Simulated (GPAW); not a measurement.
# TiO2 (P4_2/mnm) in GPAW: further runs, part 3 of 3

GPAW 26.7.0. The steps go on from the part before.

### 4 Band structure, PBE+U

run.py

```python
from ase.dft.bandgap import bandgap
from ase.io import read, write
from ase.units import GPa
from gpaw import GPAW, PW

atoms = read('TiO2.cif')

calc = GPAW(mode=PW(800),
            xc='PBE',
            kpts={'size': (4, 4, 6), 'gamma': True},
            occupations={'name': 'fermi-dirac', 'width': 0.05},
            setups={'Ti': ':d,3.5'},
            nbands=43,
            convergence={'density': 1e-05, 'energy': 1e-05},
            maxiter=150,
            txt='gpaw.txt')
atoms.calc = calc
energy = atoms.get_potential_energy()
forces = atoms.get_forces()
stress = atoms.get_stress()
calc.write('gs.gpw')
write('result.traj', atoms)
print(f'Energy: {energy:.6f} eV')
print('Forces (eV/A):')
print(forces.round(4))
print('Stress (GPa):', (stress / GPa).round(3))
print('Fermi level:', round(calc.get_fermi_level(), 4), 'eV')
print(f'Gap: {bandgap(calc)[0]:.4f} eV, direct: {bandgap(calc, direct=True)[0]:.4f} eV')

path = atoms.cell.bandpath('GXMGZRAZ,XR,MA', npoints=100, eps=1e-4)
bs_calc = calc.fixed_density(kpts=path, symmetry='off', nbands=61,
                             convergence={'bands': 'CBM+6.0', 'eigenstates': 1e-6}, txt='bands.txt')
bs = bs_calc.band_structure()
bs.write('bs.json')
print(f'Gap on the path: {bandgap(bs_calc)[0]:.4f} eV')
```

TiO2.cif

```cif
data_TiO2
_cell_length_a 4.59983732
_cell_length_b 4.59983732
_cell_length_c 2.95921356
_cell_angle_alpha 90.00000000
_cell_angle_beta 90.00000000
_cell_angle_gamma 90.00000000
_space_group_name_H-M_alt 'P4_2/mnm'
_space_group_name_Hall '-P 4n 2n'
_space_group_IT_number 136
loop_
_space_group_symop_operation_xyz
'x,y,z'
'-x,-y,-z'
'-y+1/2,x+1/2,z+1/2'
'y+1/2,-x+1/2,-z+1/2'
'-x,-y,z'
'x,y,-z'
'y+1/2,-x+1/2,z+1/2'
'-y+1/2,x+1/2,-z+1/2'
'x+1/2,-y+1/2,-z+1/2'
'-x+1/2,y+1/2,z+1/2'
'-y,-x,-z'
'y,x,z'
'-x+1/2,y+1/2,-z+1/2'
'x+1/2,-y+1/2,z+1/2'
'y,x,-z'
'-y,-x,z'
loop_
_atom_site_label
_atom_site_type_symbol
_atom_site_symmetry_multiplicity
_atom_site_Wyckoff_symbol
_atom_site_fract_x
_atom_site_fract_y
_atom_site_fract_z
_atom_site_occupancy
Ti1 Ti 2 b 0.0000000000 0.0000000000 0.5000000000 1
O1 O 4 g 0.3043213200 0.3043213200 0.5000000000 1
```

Potentials or basis: GPAW PAW data sets (gpaw-data 1.2.1), pw.

Run with:

```
> OMP_NUM_THREADS=1 python run.py
```

gpaw.txt:

```text
__  _  _
 | _ |_)|_||  |
 |__||  | ||/\| - 26.7.0

Input parameters:
  mode=PW(ecut=800.0),
  convergence={'density': 1e-05, 'energy': 1e-05},
  kpts=MonkhorstPack(size=(4, 4, 6), gamma=True),
  maxiter=150,
  nbands=43,
  occupations=Occupations(name='fermi-dirac', width=0.05),
  setups={'Ti': ':d,3.5'},
  xc=XC(name='PBE')

Diagonalizing LCAO Hamiltonian
Converting LCAO to pw mode
    .----------.
   /|          |
  / |          |
 *  |      O   |
 |  .O---------.
 Ti/  O Ti    /
 |/       O  /
 *----------*

Atoms  # Å, Bohr magnetons
|   | symbol |        x |        y |        z |    initial magnetic moments |
|---|--------|----------|----------|----------|-----------------------------|
| 0 |     Ti | 0.000000 | 0.000000 | 1.479607 | ( 0.0000,  0.0000,  0.0000) |
| 1 |     Ti | 2.299919 | 2.299919 | 0.000000 | ( 0.0000,  0.0000,  0.0000) |
| 2 |      O | 1.399829 | 1.399829 | 1.479607 | ( 0.0000,  0.0000,  0.0000) |
| 3 |      O | 3.200009 | 3.200009 | 1.479607 | ( 0.0000,  0.0000,  0.0000) |
| 4 |      O | 0.900090 | 3.699747 | 0.000000 | ( 0.0000,  0.0000,  0.0000) |
| 5 |      O | 3.699747 | 0.900090 | 0.000000 | ( 0.0000,  0.0000,  0.0000) |

Unit cell  # Å
| periodic |        x |        y |        z |  lengths |    angles |
|----------|----------|----------|----------|----------|-----------|
|      yes | 4.599837 | 0.000000 | 0.000000 | 4.599837 | 90.000000 |
|      yes | 0.000000 | 4.599837 | 0.000000 | 4.599837 | 90.000000 |
|      yes | 0.000000 | 0.000000 | 2.959214 | 2.959214 | 90.000000 |

Number of symmetries: 8
Symmetry operations  # r_c * U_cc + t_c -> r_c
|   | kind |            matrix            |
|---|------|------------------------------|
| 0 |  E   |  1, 0, 0,  0, 1, 0,  0, 0, 1 |
| 1 |  σ   |  1, 0, 0,  0, 1, 0,  0, 0,-1 |
| 2 |  σ   |  0, 1, 0,  1, 0, 0,  0, 0, 1 |
| 3 |  C2  |  0, 1, 0,  1, 0, 0,  0, 0,-1 |
| 4 |  σ   |  0,-1, 0, -1, 0, 0,  0, 0, 1 |
| 5 |  C2  |  0,-1, 0, -1, 0, 0,  0, 0,-1 |
| 6 |  C2  | -1, 0, 0,  0,-1, 0,  0, 0, 1 |
| 7 |  i   | -1, 0, 0,  0,-1, 0,  0, 0,-1 |

BZ-sampling:
  Number of BZ points: 96
  Number of IBZ points: 28

  Monkhorst-Pack size: [4, 4, 6]
  Monkhorst-Pack shift: [0.125, 0.125, 0.08333333333333333]

K-points  # in reciprocal-cell coordinates
|     |                                coordinates |     weight |
|-----|--------------------------------------------|------------|
|   0 | (  0.00000000,   0.00000000,   0.00000000) | 0.01041667 |
|   1 | (  0.00000000,   0.00000000,   0.16666667) | 0.02083333 |
|   2 | (  0.00000000,   0.00000000,   0.33333333) | 0.02083333 |
|   3 | (  0.00000000,   0.00000000,   0.50000000) | 0.01041667 |
|   4 | (  0.25000000,  -0.25000000,   0.00000000) | 0.02083333 |
|   5 | (  0.25000000,  -0.25000000,   0.16666667) | 0.04166667 |
[... 79 lines left out ...]
    |    d |        |       0.000 |    0.619 |

    Using partial waves for O as LCAO basis

Reference energy: -54611.437768  # eV

eigensolver:
  PPCG
  Converge bands: occupied
  niter=2

density mixing:
  MSR1-Mixer
  Pratt-step length: 0.05
  Maximum mixing coefficient: 0.75
  Old densities: 10
  SVD Regularization: 0.005
  Good broyden scale: 1.0
  Trust region scale: 1.0
  Backstep threshold: 4.0
  History deletion threshold: 6.0
  Fourier metric: weight=20.0, sigma=0.015

occupation numbers:
  Fermi-Dirac:
    width: 0.0500  # eV

poisson solver:
  ecut: 6400.0  # eV

xc functional:
  name: PBE with 2 nearest neighbor stencil

convergence criteria:
[... 6 lines left out ...]
|iter     | |      energy | eigst |  dens |
|---------|-|-------------|-------|-------|
|iter:   1| |  -58.592095 | +0.04 |       |
|iter:   2| |  -55.228930 | -1.74 | -0.76 |
|iter:   3| |  -48.056635 | -0.50 | -0.82 |
|iter:   4| |  -47.594558 | -1.78 | -1.32 |
|iter:   5| |  -47.632138 | -2.43 | -1.60 |
|iter:   6| |  -47.607695 | -3.27 | -1.97 |
|iter:   7| |  -47.606268 | -4.01 | -2.64 |
|iter:   8| |  -47.606368 | -5.57 | -3.36 |
|iter:   9| |  -47.606356c| -6.38 | -3.63 |
|iter:  10| |  -47.606353c| -6.59 | -3.83 |
|iter:  11| |  -47.606353c| -8.08c| -4.72 |
|iter:  12| |  -47.606353c| -7.99c| -4.96 |
|iter:  13| |  -47.606353c| -8.17c| -5.19c|

Converged in 13 steps
Energy contributions relative to reference atoms: (reference = -54611.437768)

Energy contributions:
  Kinetic:          56.444094
  Coulomb:         -66.872717
  Zero:              1.462756
  External:          0.000000
  Xc:              -38.640487
  Entropy:          -0.000000
  Spinorbit:         0.000000
  ----------------------------
  Free energy:     -47.606353
  Extrapolated:    -47.606353

dipole moment: (-14.920249, -14.920249, -26.183602)  # |e|*Ang

Fermi level: 6.947
Eigenvalues  # (at kpt = [0.000, 0.000, 0.000])
| band index |      eig [eV] | occ [0-2] |
|------------|---------------|-----------|
|          0 |       -52.104 |     2.000 |
|        ... |               |           |
|         16 |         2.067 |     2.000 |
|         17 |         3.214 |     2.000 |
|         18 |         3.214 |     2.000 |
|         19 |         3.787 |     2.000 |
|         20 |         5.099 |     2.000 |
|         21 |         5.385 |     2.000 |
[... 8 lines left out ...]
|         30 |        11.067 |     0.000 |
|         31 |        12.549 |     0.000 |
|        ... |               |           |
|         42 |        25.059 |     0.000 |

Gap: 2.432 eV
Transition (v -> c):
  (s=0, k=0, n=23, [0.00, 0.00, 0.00]) -> (s=0, k=24, n=24, [0.50, 0.50, 0.00])
Direct/indirect transitions are different
Direct gap: 2.439 eV
Transition at: (s=0, k=0, n=23, [0.00, 0.00, 0.00])

Forces  # eV/Ang
|        x |        y |       z |
|----------|----------|---------|
|  0.00000 |  0.00000 | 0.00000 |  # Ti   0
| -0.00000 |  0.00000 | 0.00000 |  # Ti   1
| -0.05591 | -0.05591 | 0.00000 |  # O    2
|  0.05591 |  0.05591 | 0.00000 |  # O    3
|  0.05585 | -0.05585 | 0.00000 |  # O    4
| -0.05585 |  0.05585 | 0.00000 |  # O    5

Stress tensor  # eV/Ang^3
|         x |         y |         z |
|-----------|-----------|-----------|
| -0.050297 | -0.000000 |  0.000000 |
| -0.000000 | -0.050297 |  0.000000 |
|  0.000000 |  0.000000 | -0.071282 |

# Writing to gs.gpw (mode='')
```

bands.txt:

```text
Diagonalizing LCAO Hamiltonian
Converting LCAO to pw mode
convergence criteria:
- Maximum integral of absolute [eigenst]ate change: 1e-06 eV^2 / valence electron
maximum number of iterations: 150

SCF iterations
|iter     | |      energy | eigst |  dens |
[... 106 lines left out ...]
         [0.5       , 0.5       , 0.21428571],
         [0.5       , 0.5       , 0.25      ],
         [0.5       , 0.5       , 0.28571429],
         [0.5       , 0.5       , 0.32142857],
         [0.5       , 0.5       , 0.35714286],
         [0.5       , 0.5       , 0.39285714],
         [0.5       , 0.5       , 0.42857143],
         [0.5       , 0.5       , 0.46428571],
         [0.5       , 0.5       , 0.5       ]])),
  maxiter=150,
  nbands=61,
  occupations=Occupations(name='fermi-dirac', width=0.05),
  setups={'Ti': ':d,3.5'},
  symmetry=Symmetry(point_group=False, time_reversal=False),
  xc=XC(name='PBE')
```

Run time: 3.9 min. Hardware: 1 thread of Arm Neoverse V1, shared host; peak memory 0.7 GiB.

What came out:

* Free energy: -47.6064 eV
* Pressure: 9.2 GPa
* Largest force: 0.079 eV/Å
* Band gap on the k mesh: 2.43 eV, indirect (least direct gap 2.44 eV)
* Band gap along the path: 2.43 eV, indirect (least direct gap 2.44 eV)

Forces in eV/Å, atoms in the order of the input:
```
Ti   0.000  0.000  0.000
Ti   0.000  0.000  0.000
O   -0.056 -0.056  0.000
O    0.056  0.056  0.000
O    0.056 -0.056  0.000
O   -0.056  0.056  0.000
```

Levels at the corners of the path, in eV from the valence-band top:
| point | band 20 | band 21 | band 22 | band 23 | band 24 | band 25 | band 26 | band 27 | band 28 | band 29 |
| --- | --- | --- | --- | --- | --- | --- | --- | --- | --- | --- |
| Γ | -2.12 | -0.81 | -0.52 | -0.52 | 0.00 | 2.44 | 2.65 | 3.01 | 3.09 | 3.09 |
| X | -3.14 | -1.71 | -1.71 | -0.78 | -0.78 | 3.07 | 3.07 | 3.64 | 3.64 | 4.12 |
| M | -2.11 | -1.43 | -1.43 | -1.18 | -1.18 | 2.43 | 2.43 | 3.12 | 3.12 | 4.37 |
| Γ | -2.12 | -0.81 | -0.52 | -0.52 | 0.00 | 2.44 | 2.65 | 3.01 | 3.09 | 3.09 |
| Z | -2.86 | -2.36 | -2.36 | -1.49 | -1.49 | 3.53 | 3.53 | 3.88 | 3.88 | 4.17 |
| R | -2.53 | -2.02 | -2.02 | -1.09 | -1.09 | 2.48 | 2.48 | 3.93 | 3.93 | 4.40 |
| A | -2.83 | -1.27 | -1.27 | -0.73 | -0.73 | 3.15 | 3.15 | 3.73 | 3.73 | 3.96 |
| Z | -2.86 | -2.36 | -2.36 | -1.49 | -1.49 | 3.53 | 3.53 | 3.88 | 3.88 | 4.17 |
| X | -3.14 | -1.71 | -1.71 | -0.78 | -0.78 | 3.07 | 3.07 | 3.64 | 3.64 | 4.12 |
| R | -2.53 | -2.02 | -2.02 | -1.09 | -1.09 | 2.48 | 2.48 | 3.93 | 3.93 | 4.40 |
| M | -2.11 | -1.43 | -1.43 | -1.18 | -1.18 | 2.43 | 2.43 | 3.12 | 3.12 | 4.37 |
| A | -2.83 | -1.27 | -1.27 | -0.73 | -0.73 | 3.15 | 3.15 | 3.73 | 3.73 | 3.96 |

Caveat: the k mesh is coarse.

### 5 Overview

| level | U | band points | gap on the mesh (eV) | pressure (GPa) | largest force (eV/Å) |
| --- | --- | --- | --- | --- | --- |
| rSCAN | - | 60 | 2.19 | -0.8 | 0.04 |
| TASK | - | 80 | 2.57 | 14.6 | 0.05 |
| PBE+U | Ti d U = 3.5 eV | 100 | 2.43 | 9.2 | 0.08 |

Alike in all rows: task band structure; potentials or basis GPAW PAW data sets (gpaw-data 1.2.1), pw; no spin polarisation; cell as given; k mesh 4 × 4 × 6; cutoff (eV) 800; smearing fermi-dirac 0.05 eV.

On the cell as given the gap runs from 2.19 eV (rSCAN) to 2.57 eV (TASK). The pressure there spans -0.8 GPa (rSCAN) to 14.6 GPa (TASK); a positive pressure means that this level wants a larger cell, a negative one a smaller.

Caveats: the PAW data sets were made with another functional, which shifts forces and pressure a little (some runs).

Absolute energies hang on the potentials; compare differences alone.

### 6 Comparison with measurements

Step 2. Measured gap of TiO2: 3.03 eV (direct; 1.6 K; quoted in “Shallow Valence Band of Rutile GeO2 and P-type Doping”, 2020, arxiv:2011.08928). This calculation gives 2.19 eV (-0.84 eV). 2 values of this kind are on record in papers (3.03 to 3.05 eV); this one was drawn at random among those near their median. The value is that of rSCAN, without temperature or zero-point motion. The cell is a database's relaxed one, not the measured one, which moves gaps too.

Step 3. Measured gap of TiO2: 3.03 eV (direct; 1.6 K; quoted in “Shallow Valence Band of Rutile GeO2 and P-type Doping”, 2020, arxiv:2011.08928). This calculation gives 2.57 eV (-0.46 eV). 2 values of this kind are on record in papers (3.03 to 3.05 eV); this one was drawn at random among those near their median. The value is that of TASK, without temperature or zero-point motion. The cell is a database's relaxed one, not the measured one, which moves gaps too.

Step 4. Measured gap of TiO2: 3.03 eV (direct; 1.6 K; quoted in “Shallow Valence Band of Rutile GeO2 and P-type Doping”, 2020, arxiv:2011.08928). This calculation gives 2.43 eV (-0.60 eV). 2 values of this kind are on record in papers (3.03 to 3.05 eV); this one was drawn at random among those near their median. The value is that of PBE+U, without temperature or zero-point motion. The cell is a database's relaxed one, not the measured one, which moves gaps too.
